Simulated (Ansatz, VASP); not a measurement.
Two plane-wave programs on Se

The input INCAR:

```
PREC = Accurate
ENCUT = 600
EDIFF = 1E-7
ISMEAR = -1
SIGMA = 0.05
LREAL = False
LASPH = True
NELM = 100
ALGO = Normal
ISIF = 3
LWAVE = False
LCHARG = False
GGA = RE
IBRION = 2
NSW = 60
EDIFFG = -0.01
```

The input KPOINTS:

```
Automatic mesh
0
Gamma
  9 9 9
```

File POSCAR:

```
Se
1.0
    2.8105630200      0.0000000000      0.0000000000
    0.0000000000      2.8105630200      0.0000000000
    0.0000000000      0.0000000000      2.8105630200
Se
1
Direct
    0.0000000000      0.0000000000      0.0000000000
```

input.yaml

```yaml
crystal:
  lattice:
    - [2.81056302, 0.0, 0.0]
    - [0.0, 2.81056302, 0.0]
    - [0.0, 0.0, 2.81056302]
  atoms:
    - { symbol: Se, position: [0.0, 0.0, 0.0] }
hamiltonian:
  xc: revpbe
  pseudopotentials: { kind: paw }
kpoints:
  mp_grid: { grid: [9, 9, 9] }
scf:
  occupations: { method: fermi_dirac, width: 0.05 }
output:
  forces: true
  stress: true
  eigenvalues: true
relax:
  f_tol: 0.01
  max_steps: 40
  cell: { stress_tol: 0.05 }
```

This isn't the form of Se at room conditions, which is trigonal, of chains.

Alike in both runs: task relaxation of cell and atoms; functional revPBE; k mesh 9 × 9 × 9; occupations fermi-dirac, width 0.05 eV; no spin polarisation.

```csv
,VASP,Ansatz
version,VASP 6.6.1,Ansatz 0.2.0
potentials or method,"VASP PAW PBE potentials, release 64 (Se)",Ansatz PAW
plane-wave cutoff (eV),600,420
valence electrons in the cell,6,16
```

|  | VASP | Ansatz | Ansatz less VASP |
| --- | --- | --- | --- |
| gap on the k mesh at the Fermi level, each at its own relaxed structure (eV) | none | none | - |
| relaxed volume (Å³/atom) | 23.25 | 23.25 | +0.008 |
| relaxed cell length with the largest relative difference (Å) | 2.854 | 2.854 | +0.0003 |
| energy change over the relaxation (meV/atom) | -10 | -10 | 0.0 |

A gap of «none» marks a metal or a gap that the smearing closes. The two sets of potentials don't hold the same shells in valence.

Caveats: the PAW data sets were made with another functional, which shifts forces and pressure a little (VASP); the plane-wave basis is chosen anew once the cell has moved, so the energies of steps on either side of that aren't comparable (Ansatz); the PAW data sets come from PBE, with cores solved anew for the run's functional, which leaves a small shift of forces and pressure (Ansatz).
